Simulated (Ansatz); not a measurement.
GaN at a changed volume: ⁶⁹Ga NMR of the central transition

Cell: a structure deposited in the COD, relaxed with PBE at fixed cell and then changed (volume scaled by 0.96, ions relaxed).

```
CELL_PARAMETERS angstrom
3.13702 0.00000 0.00000
-1.56851 2.71674 0.00000
0.00000 0.00000 5.09618
ATOMIC_POSITIONS crystal
Ga 0.33333 0.66667 0.00394
Ga 0.66667 0.33333 0.50394
N 0.33333 0.66667 0.38106
N 0.66667 0.33333 0.88106
```

Atoms are numbered from 1 in the order listed; like atoms form one site, named after its first atom.

All values are calculated (Ansatz; DFT, PBE, plane waves and PAW, scalar-relativistic, 420 eV cutoff, Γ-centred 11×11×6 k-points, Fermi–Dirac smearing 0.02 eV), not measured.

⁶⁹Ga has I = 3/2 and Q = 171.0 mb (Pyykkö 2018); at 23.5 T its Larmor frequency is ν₀ = 240.8 MHz. Only the quadrupole interaction is simulated: positions count from each site's isotropic chemical shift, and J coupling is left out, as are shift anisotropy and dipolar coupling, which fast spinning averages.

(1) Simulate the second-order pattern (fast magic-angle spinning, Gaussian broadening 0.02 kHz) of site Ga (4 N at 1.92 Å).

## Answers

(1) The calculation gives C_Q = 1.80 MHz and η = 0.00, so ν_Q = 0.901 MHz and the centre of gravity lies at -1.40 ppm (-0.337 kHz).

```
offset (kHz)  height
     -0.8760       0
     -0.8502       1
     -0.8244       4
     -0.7986       4
     -0.7728       4
     -0.7470       5
     -0.7212       5
     -0.6954       5
     -0.6696       5
     -0.6438       5
     -0.6180       5
     -0.5922       5
     -0.5664       6
     -0.5406      24
     -0.5148      76
     -0.4890      48
     -0.4633      38
     -0.4375      34
     -0.4117      32
     -0.3859      31
     -0.3601      31
     -0.3343      30
     -0.3085      31
     -0.2827      32
     -0.2569      33
     -0.2311      36
     -0.2053      40
     -0.1795      47
     -0.1537      63
     -0.1279     100
     -0.1021      14
     -0.0763       0
```

An axis of threefold or higher order runs through Ga, so V_zz lies along it and η is zero.

At this changed cell the PBE pressure is 16 GPa.
